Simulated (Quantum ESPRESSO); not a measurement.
Ti2C under changes of volume

One of the cells (13.194 Å³/atom); the others are scaled copies at fixed shape and fractional positions:

```
CELL_PARAMETERS angstrom
1.54070 0.88952 4.81377
-1.54070 0.88952 4.81377
0.00000 -1.77905 4.81377
ATOMIC_POSITIONS crystal
Ti 0.75450 0.75450 0.75450
Ti 0.24550 0.24550 0.24550
C 0.50000 0.50000 0.50000
```

The cell comes from a database or a generator and needn't be the stable form of this composition.

```yaml
Program: Quantum ESPRESSO 7.5
Functional: LDA
Potentials_or_basis: GBRV 1.5 LDA
Cutoff: 612 eV
Density_cutoff: 4898 eV
k_mesh: 10 × 10 × 10
Occupations: fermi-dirac, width 0.05 eV
Spin: no spin polarisation
```

```csv
volume (Å³/atom),energy over the lowest point (meV/atom),pressure (GPa),largest force (eV/Å)
12.403,1.07,2.9,0.356
12.667,0.00,-1.6,0.100
12.931,?,?,?
13.194,17.87,-9.1,0.354
13.458,35.50,-12.3,0.555
13.722,58.16,-15.2,0.741
13.986,85.34,-17.8,0.913
```

Q: What does the run at 12.931 Å³/atom give?

A: Energy over the lowest point 5.83 meV/atom; pressure -5.5 GPa; largest force 0.136 eV/Å.

Worked out: A Birch-Murnaghan fit of order 3 (a polynomial in V^(-2/3)) to the other rows has its minimum at 12.57 Å³/atom with B0 = V·E''(V) = 208 GPa and B' = 4.1 at fixed shape and positions, which overstates the stiffness. It gives 5.85 meV/atom at 12.931 Å³/atom, against the run's 5.83, and -dE/dV = -5.5 GPa, against -5.5.

Energies are extrapolated to zero smearing.
